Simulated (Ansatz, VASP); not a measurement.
# One calculation of Sb, two programs

```
Sb
1.0
     3.18354    0.00000   -0.00534
     0.00000    4.46573    0.00000
    -0.04721    0.00000    4.57502
Sb
2
Direct
  0.99670 0.75000 0.75521
  0.00330 0.25000 0.24479
```

Alike in both runs: task single point; functional PBEsol; k mesh 14 × 10 × 10; occupations gaussian, width 0.1 eV; no spin polarisation.

|  | VASP | Ansatz |
| --- | --- | --- |
| version | VASP 6.6.1 | Ansatz 0.2.0 |
| potentials or method | VASP PAW PBE potentials, release 64 (Sb) | scalar-relativistic, plane waves, PAW |
| plane-wave cutoff (eV) | 520 | 420 |
| valence electrons in the cell | 10 | 30 |

Ansatz gave:

```
gap on the k mesh at the Fermi level (eV)       : none
pressure (GPa)                                  : -5.9
largest component of the traceless stress (GPa) : 0.48
rms of the force components (eV/Å)              : 0.012
```

Task: Which values does VASP return?

Result: gap on the k mesh at the Fermi level (eV): none; pressure (GPa): -5.8; largest component of the traceless stress (GPa): 0.48; rms of the force components (eV/Å): 0.010.

Atom by atom the forces differ by 0.002 eV/Å (rms over components). A gap of «none» marks a metal or a gap that the smearing closes. The functional is the same, so the differences come from potentials, cutoffs and numerics. The two sets of potentials don't hold the same shells in valence.

Caveats: the PAW data sets were made with another functional, which shifts forces and pressure a little (VASP). Spin-orbit coupling is left out, which matters for the levels of Sb.
